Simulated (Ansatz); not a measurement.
# Σ9 (221) boundary in fcc Al with Mn (substitutional): structure and resistance

How much does the Σ9 (221) boundary in fcc Al with Mn (substitutional) reflect electrons?

Program: Ansatz 0.2.0. Level of theory: Ansatz plane-wave DFT, PBE, PAW files; relaxation of a bicrystal slab with its lowest layers held; PAW set soft_1, in the first sound run; inputs show where later runs differ. Results are calculated unless marked as measured.

## (1) The structure

The cell holds 28 atoms: 27 Al and 1 Mn. Its edges and angles: a = 2.862 Å, b = 8.587 Å, c = 29.891 Å, α = 90.0°, β = 90.0°, γ = 90.0°. It derives from Al. built on the (2 2 1) plane; 2 overlapping atoms removed and the grains opened by 0 Å. Vacuum lies along c.

## (2) Relaxing the bicrystal

The boundary is built by mirroring the lower grain in the boundary plane and removing any atoms that overlap; then the Mn is put in at the boundary. A thin bicrystal slab is relaxed first, with the lowest layers held and the upper grain free to shift and open.

File input.yaml:

```yaml
crystal:
  lattice:
    - [2.862347037, 0.0, 0.0]
    - [0.0, 8.5870411111, 0.0]
    - [0.0, 0.0, 29.8905266676]
  atoms:
    - { symbol: Al, position: [1.0, 0.6666666667, 0.1672770793] }
    - { symbol: Al, position: [0.5, 0.9444444445, 0.1898481659] }
    - { symbol: Al, position: [0.0, 0.2222222223, 0.2124192526] }
    - { symbol: Al, position: [0.5, 0.5, 0.2349903392] }
    - { symbol: Al, position: [0.0, 0.7777777778, 0.2575614258] }
    - { symbol: Al, position: [0.5, 0.0555555556, 0.2801325124] }
    - { symbol: Al, position: [1.0, 0.3333333334, 0.3027035991] }
    - { symbol: Al, position: [0.5, 0.6111111111, 0.3252746857] }
    - { symbol: Al, position: [0.0, 0.8888888889, 0.3478457723] }
    - { symbol: Al, position: [0.5, 0.1666666667, 0.3704168589] }
    - { symbol: Al, position: [0.0, 0.4444444445, 0.3929879456] }
    - { symbol: Al, position: [0.5, 0.7222222222, 0.4155590322] }
    - { symbol: Mn, position: [0.0, 0.0, 0.4381301188] }
    - { symbol: Al, position: [0.0, 0.4444444445, 0.4832722921] }
    - { symbol: Al, position: [0.5, 0.1666666667, 0.5058433787] }
    - { symbol: Al, position: [0.0, 0.8888888889, 0.5284144653] }
    - { symbol: Al, position: [0.5, 0.6111111111, 0.5509855519] }
    - { symbol: Al, position: [1.0, 0.3333333334, 0.5735566386] }
    - { symbol: Al, position: [0.5, 0.0555555556, 0.5961277252] }
    - { symbol: Al, position: [0.0, 0.7777777778, 0.6186988118] }
    - { symbol: Al, position: [0.5, 0.5, 0.6412698984] }
    - { symbol: Al, position: [0.0, 0.2222222223, 0.6638409851] }
    - { symbol: Al, position: [0.5, 0.9444444445, 0.6864120717] }
    - { symbol: Al, position: [1.0, 0.6666666667, 0.7089831583] }
    - { symbol: Al, position: [0.5, 0.3888888889, 0.731554245] }
    - { symbol: Al, position: [0.0, 0.1111111112, 0.7541253316] }
    - { symbol: Al, position: [0.5, 0.8333333334, 0.7766964182] }
    - { symbol: Al, position: [0.0, 0.5555555556, 0.7992675048] }
kpoints:
  mp_grid: { grid: [8, 3, 1] }
hamiltonian:
  xc: pbe
  pseudopotentials: { kind: paw, azcp: { folder: soft_1 } }
scf:
  occupations: { method: fermi_dirac, width: 0.1 }
relax:
  f_tol: 0.03
  max_steps: 80
  constraints: [{ sites: [0, 1, 2, 3, 4] }]
```

On the command line:

```sh
$ ansatz run input.yaml --threads 4 --pin off --max-ram 15360MiB --backend cpu --events-out ev --progress --plain --runs-dir out
```

Numbers of over 12 decimals in the logs are rounded to 6 here.

The program printed:

```text
Engine: ansatz 0.2.0, aarch64-unknown-linux-gnu
Pseudopotentials: kind: paw
Pseudopotential: Al, paw, valence charge 3, recommended cutoff 420 eV (normal), soft_1/Al.paw.azcp
Pseudopotential: Mn, paw, valence charge 15, recommended cutoff 420 eV (normal), soft_1/Mn.paw.azcp
Functional definition: PBE
  parameter kappa = 0.804
  parameter beta = 0.066725
  exchange = pbe_x(kappa = kappa, mu = beta*pi^2/3)
  correlation = pbe_c(beta = beta)
Crystal: 28 atoms, lattice volume = 734.682 Å³
Basis set: ecut = 420 eV, 14359 PW (Γ), exchange–correlation on 40×120×400 points (8 copies of the dense FFT grid, shifted against one another)
Bands: 76, of which v1, the nominal top of the filled ones, is band 48 counted from 1 (47 counted from 0)
Symmetry: 2 space group operations
Space group: Pm (ITA 6), of the structure as read, at distance tolerance 9.0e-5 Å
k-points: 10 of 24 (time reversal used)
Non-local potential: Al, projectors of the file, l = 0: 2, l = 1: 2, l = 2: 1
Non-local potential: Mn, projectors of the file, l = 0: 3, l = 1: 2, l = 2: 3, l = 3: 1
PAW form: soft (Blöchl's): semilocal exchange-correlation on the pseudo side does not see the compensation charge
PAW one-centre angular grid: Al, 110 points (default); XC on 64 Gauss nodes
PAW one-centre angular grid: Mn, 590 points (default); XC on 64 Gauss nodes
Initial density: superposition of atomic densities (neutral atoms: chi_scale 0, normalization atom)
Initial wavefunctions: pseudopotential atomic-orbital guess
Functional: x = pbe(κ = 0.804, μ = 0.219515), c = pbe(β = 0.066725)
SCF iter   1: F=—  HF=-18412.869976 eV  |F-HF|=—  |Δ(HF+E_count)|=         —  Δρ=8.42e-2  dr2=1.91e2  ethr=3.10e-3  ⟨swp⟩=8.9  Hψ=4270  notcnv=0  defer=21
preconditioner: auto → LDOS  [metal: Δε(μ)=0.013 eV  Ē_g=6.243 eV  σ=0.100 eV  W_gap=0.03  n_scr=78 (ndim 8)  ℏωp=12.9 eV  f_vac=0.250  D(μ)=12.24/eV (n_scr^D=64)  β→1.0]
SCF iter   2: F=—  HF=-18412.878941 eV  |F-HF|=—  |Δ(HF+E_count)|=   8.96e-3  Δρ=1.18e-1  dr2=2.93e2  ethr=3.10e-3  ⟨swp⟩=8.3  Hψ=2529  notcnv=0  defer=44
SCF iter   3: F=—  HF=-18407.045867 eV  |F-HF|=—  |Δ(HF+E_count)|=    5.83e0  Δρ=2.82e-2  dr2=2.15e1  ethr=3.10e-3  ⟨swp⟩=5.3  Hψ=2097  notcnv=0  defer=26
SCF iter   4: F=—  HF=-18406.785456 eV  |F-HF|=—  |Δ(HF+E_count)|=   2.60e-1  Δρ=1.36e-2  dr2=2.71e0  ethr=3.10e-3  ⟨swp⟩=2.2  Hψ=857  notcnv=0  defer=29
SCF iter   5: F=—  HF=-18406.754598 eV  |F-HF|=—  |Δ(HF+E_count)|=   3.09e-2  Δρ=3.21e-3  dr2=8.34e-2  ethr=2.83e-3  ⟨swp⟩=2.0  Hψ=858  notcnv=0  defer=30
SCF iter   6: F=—  HF=-18406.738251 eV  |F-HF|=—  |Δ(HF+E_count)|=   1.63e-2  Δρ=5.78e-4  dr2=1.31e-2  ethr=8.69e-5  ⟨swp⟩=2.4  Hψ=1332  notcnv=0  defer=40
SCF iter   7: F=—  HF=-18406.738092 eV  |F-HF|=—  |Δ(HF+E_count)|=   1.59e-4  Δρ=1.60e-3  dr2=3.15e-2  ethr=1.37e-5  ⟨swp⟩=1.6  Hψ=798  notcnv=0  defer=40
SCF iter   8: F=—  HF=-18406.737641 eV  |F-HF|=—  |Δ(HF+E_count)|=   4.51e-4  Δρ=3.75e-4  dr2=1.65e-3  ethr=1.37e-5  ⟨swp⟩=1.6  Hψ=734  notcnv=0  defer=40
SCF iter   9: F=—  HF=-18406.737689 eV  |F-HF|=—  |Δ(HF+E_count)|=   4.82e-5  Δρ=3.55e-4  dr2=1.36e-3  ethr=1.72e-6  ⟨swp⟩=1.8  Hψ=911  notcnv=0  defer=40
SCF iter  10: F=—  HF=-18406.737654 eV  |F-HF|=—  |Δ(HF+E_count)|=   3.57e-5  Δρ=9.58e-5  dr2=1.02e-4  ethr=1.41e-6  ⟨swp⟩=1.5  Hψ=774  notcnv=0  defer=40
SCF iter  11: F=-18406.737650 eV  HF=-18406.737655 eV  |F-HF|=4.20e-6  |Δ(HF+E_count)|=   1.01e-6  Δρ=2.49e-5  dr2=4.48e-6  ethr=2.34e-8  ⟨swp⟩=3.7  Hψ=2529  notcnv=0
SCF 1 converged in 11 iterations: F = -18406.737650 eV  dr2 = 4.48e-6
  greatest PAW one-centre occupation: 1.000 electrons in one spin orbital (limit 2), on the Mn atom at site 12 (counted from 0), in its partial waves of l = 0
relax step   1: F+E_penalty+E_count = -18406.73765036 eV  Δ(F+E_penalty+E_count) = +0.000e0 eV  max|allowed force component| = 1.110e0 eV/Å  Δτ_max = 0.0000 Å  (11 SCF iters, dr2 threshold 2.25e-5 eV, accepted)
Initial density: handed on by an earlier stage of this run
Initial wavefunctions: those handed on with the density
SCF iter   1: F=—  HF=-18407.802033 eV  |F-HF|=—  |Δ(HF+E_count)|=         —  Δρ=3.38e-2  dr2=2.34e1  ethr=3.10e-3  ⟨swp⟩=5.1  Hψ=2274  notcnv=0  defer=33
preconditioner: auto → LDOS  [metal: Δε(μ)=0.027 eV  Ē_g=6.042 eV  σ=0.100 eV  W_gap=0.07  n_scr=78 (ndim 8)  ℏωp=12.9 eV  f_vac=0.263  D(μ)=14.68/eV (n_scr^D=74)  β→1.0]
SCF iter   2: F=—  HF=-18407.442888 eV  |F-HF|=—  |Δ(HF+E_count)|=   3.59e-1  Δρ=6.67e-3  dr2=5.87e-1  ethr=3.10e-3  ⟨swp⟩=2.2  Hψ=919  notcnv=0  defer=37
SCF iter   3: F=—  HF=-18407.462956 eV  |F-HF|=—  |Δ(HF+E_count)|=   2.01e-2  Δρ=3.42e-3  dr2=3.60e-2  ethr=6.11e-4  ⟨swp⟩=2.1  Hψ=846  notcnv=0  defer=38
SCF iter   4: F=—  HF=-18407.448534 eV  |F-HF|=—  |Δ(HF+E_count)|=   1.44e-2  Δρ=6.66e-4  dr2=2.17e-3  ethr=3.75e-5  ⟨swp⟩=2.0  Hψ=1288  notcnv=0  defer=37
SCF iter   5: F=—  HF=-18407.449437 eV  |F-HF|=—  |Δ(HF+E_count)|=   9.04e-4  Δρ=1.57e-4  dr2=2.24e-4  ethr=2.26e-6  ⟨swp⟩=2.0  Hψ=874  notcnv=0  defer=37
SCF iter   6: F=-18407.449498 eV  HF=-18407.449520 eV  |F-HF|=2.20e-5  |Δ(HF+E_count)|=   8.28e-5  Δρ=4.34e-5  dr2=2.93e-5  ethr=8.02e-8  ⟨swp⟩=3.8  Hψ=2842  notcnv=0
SCF 2 converged in 6 iterations: F = -18407.449498 eV  dr2 = 2.93e-5
relax step   2: F+E_penalty+E_count = -18407.44949819 eV  Δ(F+E_penalty+E_count) = -7.118e-1 eV  max|allowed force component| = 7.847e-1 eV/Å  Δτ_max = 0.1949 Å  (6 SCF iters, dr2 threshold 7.70e-5 eV, accepted)
SCF iter   1: F=—  HF=-18408.188368 eV  |F-HF|=—  |Δ(HF+E_count)|=         —  Δρ=3.22e-2  dr2=2.09e1  ethr=3.10e-3  ⟨swp⟩=3.7  Hψ=2014  notcnv=0  defer=36
preconditioner: auto → LDOS  [metal: Δε(μ)=0.009 eV  Ē_g=6.059 eV  σ=0.100 eV  W_gap=0.02  n_scr=78 (ndim 8)  ℏωp=12.9 eV  f_vac=0.264  D(μ)=13.71/eV (n_scr^D=72)  β→1.0]
SCF iter   2: F=—  HF=-18407.902499 eV  |F-HF|=—  |Δ(HF+E_count)|=   2.86e-1  Δρ=1.41e-2  dr2=2.81e0  ethr=3.10e-3  ⟨swp⟩=2.0  Hψ=943  notcnv=0  defer=40
SCF iter   3: F=—  HF=-18407.863202 eV  |F-HF|=—  |Δ(HF+E_count)|=   3.93e-2  Δρ=2.51e-3  dr2=5.50e-2  ethr=2.92e-3  ⟨swp⟩=1.4  Hψ=729  notcnv=0  defer=40
SCF iter   4: F=—  HF=-18407.856766 eV  |F-HF|=—  |Δ(HF+E_count)|=   6.44e-3  Δρ=7.07e-4  dr2=4.10e-3  ethr=5.73e-5  ⟨swp⟩=2.0  Hψ=975  notcnv=0  defer=41
SCF iter   5: F=—  HF=-18407.856649 eV  |F-HF|=—  |Δ(HF+E_count)|=   1.17e-4  Δρ=3.33e-4  dr2=1.10e-3  ethr=4.27e-6  ⟨swp⟩=1.9  Hψ=982  notcnv=0  defer=41
SCF iter   6: F=—  HF=-18407.856678 eV  |F-HF|=—  |Δ(HF+E_count)|=   2.95e-5  Δρ=5.74e-5  dr2=4.29e-5  ethr=4.01e-8  ⟨swp⟩=4.1  Hψ=2848  notcnv=0
SCF iter   7: F=-18407.856669 eV  HF=-18407.856683 eV  |F-HF|=1.42e-5  |Δ(HF+E_count)|=   4.83e-6  Δρ=2.74e-5  dr2=1.59e-5  ethr=4.01e-8  ⟨swp⟩=3.8  Hψ=1833  notcnv=0
SCF 3 converged in 7 iterations: F = -18407.856669 eV  dr2 = 1.59e-5
relax step   3: F+E_penalty+E_count = -18407.85666891 eV  Δ(F+E_penalty+E_count) = -4.072e-1 eV  max|allowed force component| = 4.671e-1 eV/Å  Δτ_max = 0.1921 Å  (7 SCF iters, dr2 threshold 3.85e-5 eV, accepted)
[... from here on, the SCF cycles and remarks between the steps are left out ...]
relax step   4: F+E_penalty+E_count = -18408.09336766 eV  Δ(F+E_penalty+E_count) = -2.367e-1 eV  max|allowed force component| = 1.235e-1 eV/Å  Δτ_max = 0.1947 Å  (6 SCF iters, dr2 threshold 7.73e-5 eV, accepted)
relax step   5: F+E_penalty+E_count = -18408.22326023 eV  Δ(F+E_penalty+E_count) = -1.299e-1 eV  max|allowed force component| = 6.428e-2 eV/Å  Δτ_max = 0.1948 Å  (7 SCF iters, dr2 threshold 1.07e-6 eV, accepted)
relax step   6: F+E_penalty+E_count = -18408.30552625 eV  Δ(F+E_penalty+E_count) = -8.227e-2 eV  max|allowed force component| = 4.938e-2 eV/Å  Δτ_max = 0.1959 Å  (8 SCF iters, accepted)
relax step   7: F+E_penalty+E_count = -18408.34982201 eV  Δ(F+E_penalty+E_count) = -4.430e-2 eV  max|allowed force component| = 8.141e-2 eV/Å  Δτ_max = 0.1949 Å  (9 SCF iters, accepted)
relax step   8: F+E_penalty+E_count = -18408.35570355 eV  Δ(F+E_penalty+E_count) = -5.882e-3 eV  max|allowed force component| = 1.309e-1 eV/Å  Δτ_max = 0.1815 Å  (7 SCF iters, dr2 threshold 3.91e-6 eV, accepted)
relax step   9: F+E_penalty+E_count = -18408.36401093 eV  Δ(F+E_penalty+E_count) = -8.307e-3 eV  max|allowed force component| = 3.725e-2 eV/Å  Δτ_max = 0.0396 Å  (5 SCF iters, dr2 threshold 1.71e-5 eV, accepted)
relax step  10: F+E_penalty+E_count = -18408.36764809 eV  Δ(F+E_penalty+E_count) = -3.637e-3 eV  max|allowed force component| = 3.119e-2 eV/Å  Δτ_max = 0.0702 Å  (8 SCF iters, accepted)
relax step  11: F+E_penalty+E_count = -18408.37285769 eV  Δ(F+E_penalty+E_count) = -5.210e-3 eV  max|allowed force component| = 4.796e-2 eV/Å  Δτ_max = 0.1177 Å  (9 SCF iters, accepted)
relax step  12: F+E_penalty+E_count = -18408.38051828 eV  Δ(F+E_penalty+E_count) = -7.661e-3 eV  max|allowed force component| = 1.036e-1 eV/Å  Δτ_max = 0.1985 Å  (7 SCF iters, dr2 threshold 1.61e-6 eV, accepted)
relax step  13: F+E_penalty+E_count = -18408.38710237 eV  Δ(F+E_penalty+E_count) = -6.584e-3 eV  max|allowed force component| = 1.142e-1 eV/Å  Δτ_max = 0.1471 Å  (6 SCF iters, dr2 threshold 1.07e-5 eV, accepted)
relax step  14: F+E_penalty+E_count = -18408.39423313 eV  Δ(F+E_penalty+E_count) = -7.131e-3 eV  max|allowed force component| = 7.388e-2 eV/Å  Δτ_max = 0.1899 Å  (6 SCF iters, dr2 threshold 1.31e-5 eV, accepted)
relax step  15: F+E_penalty+E_count = -18408.39518919 eV  Δ(F+E_penalty+E_count) = -9.561e-4 eV  max|allowed force component| = 2.850e-2 eV/Å  Δτ_max = 0.0219 Å  (6 SCF iters, dr2 threshold 2.28e-6 eV, accepted)
iter 1 solved again at ethr=1.40e-9 eV; its pass at ethr=3.10e-3 eV (dr2=1.34e-6 eV) is discarded
SCF iter   1: F=—  HF=-18408.395245 eV  |F-HF|=—  |Δ(HF+E_count)|=         —  Δρ=6.86e-6  dr2=1.35e-6  ethr=1.40e-9  ⟨swp⟩=1.0  Hψ=1840  notcnv=0  defer=44
preconditioner: auto → LDOS  [metal: Δε(μ)=0.014 eV  Ē_g=6.202 eV  σ=0.100 eV  W_gap=0.03  n_scr=78 (ndim 8)  ℏωp=12.9 eV  f_vac=0.289  D(μ)=14.22/eV (n_scr^D=72)  β→1.0]
SCF iter   2: F=—  HF=-18408.395190 eV  |F-HF|=—  |Δ(HF+E_count)|=   5.45e-5  Δρ=6.72e-6  dr2=7.36e-7  ethr=1.40e-9  ⟨swp⟩=2.0  Hψ=1209  notcnv=0  defer=44
SCF iter   3: F=-18408.395190 eV  HF=-18408.395190 eV  |F-HF|=1.89e-8  |Δ(HF+E_count)|=   1.21e-7  Δρ=1.84e-6  dr2=3.18e-8  ethr=1.04e-10  ⟨swp⟩=3.4  Hψ=2904  notcnv=0
SCF 16 converged in 3 iterations: F = -18408.395190 eV  dr2 = 3.18e-8
relax step  16: F+E_penalty+E_count = -18408.39519035 eV  Δ(F+E_penalty+E_count) = -1.152e-6 eV  max|allowed force component| = 2.819e-2 eV/Å  Δτ_max = 0.0000 Å  (3 SCF iters, accepted)
SCF converged after 3 iterations
Free energy (F): -18408.395190 eV
Harris-Foulkes:  -18408.395190 eV  (|F-HF|=1.89e-8)
Internal energy: -18407.932508 eV  (E = F + TS)
E sigma→0 (E₀):  -18408.163849 eV
Entropy (-TS):   -0.462682 eV (-16.524 meV/atom)
Fermi energy:    3.575109 eV
--- Per-component energies (eV) ---
  E_band       = -450.085012
  E_kinetic    = 914.604896
  E_local      = -32564.696997  (includes V_loc(G=0)·N_el)
  E_nonlocal   = 730.478063
  E_hartree    = 15915.590881
  E_xc         = -1118.262921
  E_vxc        = -915.678767  (∫ρ·V_xc dr)
  E_paw        = -14001.692503  (= ΣΔE_a)
  E_vpaw       = -445.988778  (= ΣTr[D̂ρ^β])
  E_aug_tail   = 0.000049  (compensation charges beyond the density's cutoff)
  E_ewald      = 11716.046022
  E_smearing   = -0.462682  (= −TS)
  E_closure    = -0.000000  (closes the sum)
  Σ components = -18408.395190   (vs F -18408.395190, Δ=0.00e0)
--- Forces (eV/Å), atoms counted from 1 ---
  atom   1  Al     0.00000000     0.09989753     0.23469869
  atom   2  Al     0.00000000     0.04428413     0.11261730
  atom   3  Al     0.00000000    -0.07139037    -0.05871885
  atom   4  Al     0.00000000    -0.09921740    -0.19298437
  atom   5  Al     0.00000000     0.02579513    -0.08893433
  atom   6  Al     0.00000000     0.00082040     0.01185303
  atom   7  Al     0.00000000     0.00150702     0.00467576
  atom   8  Al     0.00000000     0.00173881     0.00498250
  atom   9  Al     0.00000000    -0.00509002    -0.01589314
  atom  10  Al     0.00000000     0.00947948    -0.00806234
  atom  11  Al     0.00000000    -0.01637212    -0.02784905
  atom  12  Al     0.00000000    -0.01055613     0.01248469
  atom  13  Mn     0.00000000     0.01563952    -0.00506987
  atom  14  Al     0.00000000     0.01529055     0.02819154
  atom  15  Al     0.00000000     0.00089060    -0.00025771
  atom  16  Al     0.00000000    -0.00823407     0.01051107
  atom  17  Al     0.00000000     0.00088214    -0.00766066
  atom  18  Al     0.00000000    -0.00109699    -0.00828837
  atom  19  Al     0.00000000    -0.00719001    -0.00769769
  atom  20  Al     0.00000000    -0.00274509    -0.00616749
  atom  21  Al     0.00000000     0.00275427     0.00304753
  atom  22  Al     0.00000000     0.00738984     0.00204306
  atom  23  Al     0.00000000    -0.00451033     0.00331237
  atom  24  Al     0.00000000    -0.00006815     0.00169120
  atom  25  Al     0.00000000    -0.00085284    -0.00443751
  atom  26  Al     0.00000000    -0.00080566     0.00107022
  atom  27  Al     0.00000000    -0.00206801    -0.00029111
  atom  28  Al     0.00000000     0.00376460     0.00111161
  max |Σ_I F_I| component: 6.32e-5 eV/Å
--- Relaxed structure (16 steps of the walk, 16 accepted, 0 SCFs on fresh bases) ---
  F+E_penalty+E_count = -18408.39519035 eV   max|allowed force component| = 2.819e-2 eV/Å
  atoms:
    - { symbol: Al, position: [1.0, 0.666667, 0.1672770793] }
    - { symbol: Al, position: [0.5, 0.944444, 0.1898481659] }
    - { symbol: Al, position: [0.0, 0.222222, 0.2124192526] }
    - { symbol: Al, position: [0.5, 0.500000, 0.2349903392] }
    - { symbol: Al, position: [0.0, 0.777778, 0.2575614258] }
    - { symbol: Al, position: [0.5, 0.050930, 0.280445] }
    - { symbol: Al, position: [1.0, 0.333125, 0.299596] }
    - { symbol: Al, position: [0.5, 0.624692, 0.324423] }
    - { symbol: Al, position: [0.0, 0.889705, 0.351133] }
    - { symbol: Al, position: [0.5, 0.169540, 0.368318] }
    - { symbol: Al, position: [0.0, 0.443653, 0.385014] }
    - { symbol: Al, position: [0.5, 0.801865, 0.433893] }
    - { symbol: Mn, position: [0.0, 0.039354, 0.425357] }
    - { symbol: Al, position: [0.0, 0.535608, 0.466829] }
    - { symbol: Al, position: [0.5, 0.239612, 0.465678] }
    - { symbol: Al, position: [0.0, 0.966691, 0.505348] }
    - { symbol: Al, position: [0.5, 0.697027, 0.530696] }
    - { symbol: Al, position: [1.0, 0.408666, 0.549675] }
    - { symbol: Al, position: [0.5, 0.136676, 0.570674] }
    - { symbol: Al, position: [0.0, 0.857184, 0.596353] }
    - { symbol: Al, position: [0.5, 0.573017, 0.617875] }
    - { symbol: Al, position: [0.0, 0.298354, 0.639233] }
    - { symbol: Al, position: [0.5, 1.021663, 0.660957] }
    - { symbol: Al, position: [1.0, 0.744199, 0.683451] }
    - { symbol: Al, position: [0.5, 0.461652, 0.709522] }
    - { symbol: Al, position: [0.0, 0.187850, 0.728528] }
    - { symbol: Al, position: [0.5, 0.920078, 0.750879] }
    - { symbol: Al, position: [0.0, 0.648960, 0.771955] }
```

It took 3.4 min on 4 threads of Arm Neoverse V1, shared host; peak memory 1.5 GiB.

This run has no spin polarisation, although Mn can carry a moment.

Step by step:

```csv
step,energy less that of the first step (eV),largest force component (eV/Å)
1,0.0000,1.1101
2,-0.7118,0.7847
3,-1.1190,0.4671
4,-1.3557,0.1235
5,-1.4856,0.0643
6,-1.5679,0.0494
7,-1.6122,0.0814
8,-1.6181,0.1309
9,-1.6264,0.0373
10,-1.6300,0.0312
11,-1.6352,0.0480
12,-1.6429,0.1036
13,-1.6495,0.1142
14,-1.6566,0.0739
15,-1.6575,0.0285
16,-1.6575,0.0282
```

Forces are held to the 2 operations that the run works with; a distortion that breaks them can't arise in this run.

The atoms that moved most (Å):

```csv
atom,dx,dy,dz,length
Al15,0.000,0.626,-1.201,1.354
Al28,0.000,0.802,-0.816,1.144
Al27,0.000,0.745,-0.772,1.073
Al19,0.000,0.697,-0.761,1.032
Al24,0.000,0.666,-0.763,1.013
Al26,0.000,0.659,-0.765,1.010
Al23,0.000,0.663,-0.761,1.009
Al22,0.000,0.654,-0.736,0.984
```

This step gave:

```yaml
free_energy: -18408.3952 eV
energy_at_zero_smearing: -18408.1638 eV
fermi_energy: 3.575 eV
```

The largest force component on a free atom ends at 0.028 eV/Å, under the tolerance of 0.03, after 16 steps.

(Part 1 of 2 ends here.)

[Logs are printed without paths, hosts, clocks, repeated set-up lines and the standing remarks that a program may print on its own settings, such as how far it seeks lower states.]

[Hosts, paths, dates, database ids (printed as entryN), source tags and the programs' standing remarks are cut or masked in the printed files.]
